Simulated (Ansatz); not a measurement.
## IrO$_{2}$: stiffness from a series of strains

```xyz
6
Lattice="4.4990 0.0000 0.0000 0.0000 4.4990 0.0000 0.0000 0.0000 3.1460" Properties=species:S:1:pos:R:3 pbc="T T T"
Ir    0.0000    0.0000    0.0000
Ir    2.2495    2.2495    1.5730
O     1.3992    1.3992    0.0000
O     0.8503    3.6487    1.5730
O     3.0998    3.0998    0.0000
O     3.6487    0.8503    1.5730
```

Atom numbers follow the list: Ir1, Ir2, O3, O4, O5, O6.

Conventional cell: a = 4.499 Å, b = 4.499 Å, c = 3.146 Å, α = 90.00°, β = 90.00°, γ = 90.00°. Ir (atom 1) has 6 O at 1.98 Å as nearest neighbours. O (atom 3) is surrounded by 3 Ir at 1.98 Å.

The cell comes from COD entry 1538153, which wasn't checked; take it as a given geometry. It is an old determination, and later ones may differ.

No spin–orbit coupling, which matters for the heavy atoms here.

Method: DFT, PBE, all-electron LAPW, scalar-relativistic (Ansatz 0.2.0).

The runs use a Γ-centred 8×8×11 k mesh, Fermi–Dirac smearing of 0.05 eV, basis error target 0.5 meV/atom, no spin polarisation.

The strain is applied along the Cartesian axes of the cell as listed (the other components stay zero). Fractional coordinates are held (clamped ions).

σ is the change of stress from the unstrained cell, which is at 7.92 GPa; tension is positive, so slopes are stress–strain coefficients at that pressure. In a metal the k mesh adds noise.

Only quantities that a quadratic follows smoothly over the whole series are listed; rougher ones are left out.

```
    εzz  σzz (GPa)  σxx (GPa)
-0.0300     -26.37      -6.80
-0.0100      -8.23      -2.05
 0.0000       0.00       0.00
 0.0100       7.69       1.85
 0.0200      14.86       3.53
 0.0300      21.54       5.04
```

Question: Fit the series and read off the stiffness at zero strain.

Answer: Least-squares fits y = p0 + p1 x + p2 x² to the rows give σzz (GPa): p1 = 798, p2 = -2700; σxx (GPa): p1 = 197, p2 = -980. So C33 = 798 GPa and C13 = 197 GPa, for these axes.

Question: One run, at εzz = -0.0200, is withheld. Predict its row.

Answer: The fits give -17.04, -4.33; the run gave -17.01, -4.31.
